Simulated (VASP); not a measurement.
Sn, 2 atoms in the cell. Symmetry: I4_1/amd, No. 141, tetragonal system. The conventional cell has a = 5.880 Å, b = 5.880 Å, c = 3.199 Å, α = 90.00°, β = 90.00°, γ = 90.00°. Sn (site symmetry -4m2) is surrounded by 6 Sn at 3.05 to 3.20 Å. 

| Property | Result |
| --- | --- |
| Program | VASP 6.6.1 |
| Task | single point |
| Functional | PBE |
| Potentials or basis | VASP PAW PBE potentials, release 64 (Sn_d) |
| Cutoff | 520 eV |
| k mesh | 16 × 16 × 16 |
| Occupations | gaussian, width 0.15 eV |
| Spin | no spin polarisation |
| Dipole correction | no |
| Further INCAR settings | ALGO = Fast; EDIFF = 1e-07; NBANDS = 21 |

Potentials or basis: VASP PAW PBE potentials, release 64 (Sn_d).

The run is started by

```bash
$ cat potpaw_PBE.64/Sn_d/POTCAR > POTCAR
$ mpirun -np 1 vasp_std > vasp.out
```

Hardware: 1 thread of Intel(R) Xeon(R) 6975P-C (Granite Rapids) (shared host).

Question: Estimate the wall time of this run.

Answer: It took 3.4 min on 1 thread of Intel(R) Xeon(R) 6975P-C (Granite Rapids), with other jobs on the host, peak memory 0.44 GiB. Counts: scf iterations 13, k points 349.
